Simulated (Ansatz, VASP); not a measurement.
**Hf in VASP and in Ansatz**

File INCAR:

```
SYSTEM = Hf
PREC     = Accurate       ! precision mode
ENCUT    = 520            ! plane-wave cutoff, eV
EDIFF    = 1E-7           ! SCF threshold, eV
ISMEAR   = -1             ! smearing method
SIGMA    = 0.05           ! smearing width, eV
LREAL    = .FALSE.        ! projectors in reciprocal space
LASPH    = .TRUE.         ! aspherical terms in the spheres
NELM     = 100            ! most SCF steps
ALGO     = Normal         ! electronic algorithm
ISIF     = 2              ! what is computed and relaxed
LWAVE    = .FALSE.        ! write WAVECAR
LCHARG   = .FALSE.        ! write CHGCAR
GGA      = PE             ! functional
NBANDS   = 17             ! bands
```

The input KPOINTS:

```
Automatic mesh
0
G
  14 14 14
  0 0 0
```

File POSCAR:

```
Hf
1.0
   -2.0425312873      2.0425312873      1.1175794172
    2.0425312873     -2.0425312873      1.1175794172
    2.0425312873      2.0425312873     -1.1175794172
Hf
2
Direct
   -0.3750000000     -0.1250000000     -0.2500000000
    0.3750000000      0.1250000000      0.2500000000
```

Input for Ansatz:

```yaml
crystal:
  lattice:
    - [-2.0425312873, 2.0425312873, 1.1175794172]
    - [2.0425312873, -2.0425312873, 1.1175794172]
    - [2.0425312873, 2.0425312873, -1.1175794172]
  atoms:
    - { symbol: Hf, position: [-0.375, -0.125, -0.25] }
    - { symbol: Hf, position: [0.375, 0.125, 0.25] }
kpoints:
  mp_grid: { grid: [14, 14, 14] }
scf:
  occupations: { method: fermi_dirac, width: 0.05 }
hamiltonian:
  xc: pbe
  pseudopotentials: { kind: nc }
output:
  forces: true
  stress: true
  eigenvalues: true
```

Change from the starting cell: volume scaled by 0.4, norm-conserving files.

Alike in both runs: task single point; functional PBE; k mesh 14 × 14 × 14; occupations fermi-dirac, width 0.05 eV; no spin polarisation.

```csv
,VASP,Ansatz
version,VASP 6.6.1,Ansatz 0.2.0
potentials or method,"VASP PAW PBE potentials, release 64 (Hf_pv)","norm-conserving pseudopotentials, scalar-relativistic"
plane-wave cutoff (eV),520,1143
valence electrons in the cell,20,52
```

Ansatz gave:

| Property | Result |
| --- | --- |
| pressure (GPa) | 482.0 |
| largest component of the traceless stress (GPa) | 0.21 |

Q: Estimate VASP's values.

A: Pressure (GPa): 469.8; largest component of the traceless stress (GPa): 2.62.

The functional is the same, so the differences come from potentials, cutoffs and numerics. The two sets of potentials don't hold the same shells in valence.

Caveats: the cell as given lies far from equilibrium; so large a pressure means that the cell lies far from this level's equilibrium, or that cutoff or potentials fall short (VASP). Spin-orbit coupling is left out, which matters for the levels of Hf.
